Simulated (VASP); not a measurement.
**ZrSe2: equation of state with PBEsol**

The system is ZrSe2.

```
Zr Se
1.0
     3.79800    0.00000    0.00000
    -1.89900    3.28916    0.00000
     0.00000    0.00000    6.19200
Zr Se
1 2
Direct
  0.00000 0.00000 0.00000
  0.66667 0.33333 0.75000
  0.33333 0.66667 0.25000
```

* Program: VASP 6.6.1
* Task: equation of state
* Functional: PBEsol
* Potentials or basis: VASP PAW PBE potentials, release 64 (Zr_sv, Se)
* Cutoff: 520 eV
* k mesh: 8 × 8 × 5
* Occupations: fermi-dirac, width 0.05 eV
* Spin: no spin polarisation

The equilibrium volume is 25.45 Å³/atom and the bulk modulus at fixed shape and positions is 81 GPa. The pressure derivative of the bulk modulus is 4.1.

Energy against volume, from the lowest point:
```
volume (Å³/atom)  energy (meV/atom)
          24.237              15.71
          24.753               4.80
          25.268               0.00
          25.784               0.71
          26.300               6.40
          26.815              16.58
          27.331              30.79
```

All runs of the series together: 8.6 min on 1 thread of AMD EPYC 7R43 64-Core Processor (Zen 3), with other jobs on the host.

Caveat: the cell was scaled at fixed shape and fractional positions, which overstates the stiffness of a crystal with free parameters, most of all of layers and chains; the PAW data sets were made with another functional, which shifts forces and pressure a little; this functional lacks dispersion, which binds the layers, so the pressure and a relaxed spacing across them are unreliable.
